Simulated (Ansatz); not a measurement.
**P under pressure: fit and missing row**

P, Pm-3m, a = 2.407 Å. This isn't the element's structure at ambient conditions. Ansatz: PBE+D3(BJ), PAW, 420 eV, Γ-centred 18×18×18 mesh on 1 atom, Gaussian smearing 0.10 eV; no spin polarisation. Cell and atoms are relaxed at each pressure, and no other structure is tried, so the rows at high pressure may lie past a change of phase.

```
V (Å³/atom) P (GPa)
          ?    40.00
     12.391    20.00
     13.046    10.00
     13.446     5.03
     13.744     2.00
     13.950     0.05
     14.221    -2.05
```

Problem. Take V0 = 13.950 Å³/atom, count pressures from its P0 = 0.05 GPa, fit the third-order Birch–Murnaghan form to the other rows, and predict the missing volume.

Solution. With the Eulerian strain f = ½[(V0/V)^(2/3) − 1] and y = (P − P0)/[3f(1 + 2f)^(5/2)], the form is the line y = B0 + 1.5 B0 (B0′ − 4) f. Rows (f, y): 0.04111, 132.8; 0.02284, 129.9; 0.01242, 125.7; 0.00498, 127.3; -0.00637, 113.5. Means f = 0.01500, y = 125.84; Σ(Δf)² = 0.001307, ΣΔfΔy = 0.4630; the slope is their ratio. y = 120.5 + 354.3 f GPa, so B0 = 120.5 GPa and B0′ = 4 + 2 × (354.3)/(3 × 120.5) = 5.96. P = 40.00 GPa is met at f = 0.06729 (y = 144.34), so V = V0 (1 + 2f)^(−3/2) = 11.543 Å³/atom. The run gave 11.402 Å³/atom, so the fit is 0.141 Å³/atom too high, 5 % of the span of the series, against an rms of 0.011 Å³/atom on the fitted rows. The row lies outside the fitted range. A fourth-order term fitted to the same rows gives P = 35.80 GPa at this row's volume (the line 44.16, the run 40.00), no gain. With a term in f² added B0′ becomes 8.04, so this figure hangs on the form.